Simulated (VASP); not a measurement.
Write the native input for VASP 6.6.1 that does the following.

```yaml
Task: relaxation of cell and atoms
Functional: r2SCAN
Potentials_or_basis: VASP PAW PBE potentials, release 64 (Mg, O)
Cutoff: 600 eV
k_mesh: 12 × 12 × 12
Occupations: gaussian, width 0.03 eV
Spin: no spin polarisation
Target_pressure: 4.3 GPa
Further_INCAR_settings: ALGO = Normal; EDIFF = 1e-06; IBRION = 2; EDIFFG = -0.01; NSW = 90; ISIF = 3
Target_pressure: 4.3 GPa
```

The structure of MgO (Periclase) lies in POSCAR:

```
MgO
1.0
    0.0000000000      2.1085000000      2.1085000000
    2.1085000000      0.0000000000      2.1085000000
    2.1085000000      2.1085000000      0.0000000000
Mg O
1 1
Direct
    0.0000000000      0.0000000000      0.0000000000
    0.5000000000      0.5000000000      0.5000000000
```

These files were run (other wordings do the same):

INCAR

```
PREC = Accurate
ENCUT = 600
EDIFF = 1E-6
ISMEAR = 0
SIGMA = 0.03
LREAL = F
LASPH = T
NELM = 80
ALGO = Normal
ISIF = 3
LWAVE = F
LCHARG = F
METAGGA = R2SCAN
LMIXTAU = T
IBRION = 2
NSW = 90
EDIFFG = -0.01
PSTRESS = 43.0
```

KPOINTS

```
Automatic mesh
0
Gamma
  12 12 12
```

Potentials or basis: VASP PAW PBE potentials, release 64 (Mg, O).

Launch:

```bash
$ cat potpaw_PBE.64/Mg/POTCAR potpaw_PBE.64/O/POTCAR > POTCAR
$ mpirun -np 1 vasp_std > vasp.out
```

It gave:

```
Relaxed volume                                         : 9.00 Å³/atom
Relaxed cell                                           : a = 2.941 Å, b = 2.941 Å, c = 2.941 Å, α = 60.00°, β = 60.00°, γ = 60.00°
Space group after relaxing (to 0.05 Å)                 : Fm-3m (No. 225)
Energy change on relaxing (the enthalpy is what falls) : +1.4 meV/atom
Ionic steps                                            : 3
Pressure after relaxing                                : 4.3 GPa
Band gap on the k mesh                                 : 6.00 eV, direct
```

Caveat: the cell is relaxed towards a set pressure, so the enthalpy falls and the energy may rise; the PAW data sets were made with another functional, which shifts forces and pressure a little.

It took 2.5 min on 1 thread of AMD EPYC 7R13 Processor (Zen 3), on a shared host, peak memory 0.13 GiB.
